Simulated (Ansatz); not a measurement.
**What moves the field gradients of GaS?**

Cell of run 1: a structure deposited in the COD.

Space group P6_3/mmc (No. 194); a = 3.5850, c = 15.5000 Å, γ = 120.00°.

| site | Wyckoff | site symmetry | x | y | z |
| --- | --- | --- | --- | --- | --- |
| Ga | 4f | 3m. | 0.3333 | 0.6667 | 0.1700 |
| S | 4f | 3m. | 0.3333 | 0.6667 | 0.6000 |

One atom of each set is listed.

Relaxed positions (PBE, cell held):

Ga (0.3333, 0.6667, 0.1710)
S (0.3333, 0.6667, 0.6008)

All runs are DFT with Ansatz 0.2.0 (plane waves and PAW, scalar-relativistic unless spin–orbit coupling is named, Γ-centred meshes, Fermi–Dirac smearing where given) in this cell.

Run 1: PBE, atoms as given; 420 eV, 14×14×3 k-points, smearing 0.02 eV.
Run 2: PBE, atoms relaxed; 420 eV, 14×14×3 k-points, smearing 0.02 eV.
Run 3: r2SCAN, at the relaxed atoms; 500 eV, 14×14×3 k-points, smearing 0.02 eV.
Run 4: PBE with spin–orbit coupling, at the relaxed atoms; 420 eV, 14×14×3 k-points, smearing 0.02 eV.
Run 5: LDA, at the relaxed atoms; 420 eV, 14×14×3 k-points, smearing 0.02 eV.
Run 6: PBEsol, at the relaxed atoms; 420 eV, 14×14×3 k-points, smearing 0.02 eV.

```csv
run,Ga V_zz (η),S V_zz (η)
1,-7.39 (0.00),-5.62 (0.00)
2,?,?
3,-8.41 (0.00),-5.40 (0.00)
4,-7.80 (0.00),-5.58 (0.00)
5,-7.57 (0.00),-5.62 (0.00)
6,-7.66 (0.00),-5.56 (0.00)
```

V_zz in 10²¹ V/m².

(1) Estimate the row of run 2.

Answers

(1) Ga: -7.81 (0.00); S: -5.58 (0.00). It lies nearest to run 4, from whose tensors on these sites it differs by 0.01 at most (largest principal value of the difference). Taken one at a time, the functional (between the two that differ most) moves the tensors on these sites by up to 0.84 (largest principal value of the change, on Ga), the positions of the atoms (as given or relaxed) by 0.41 (Ga), spin–orbit coupling by 0.01.

In run 5 the atoms aren't at the calculated equilibrium (largest force 0.28 eV/Å).
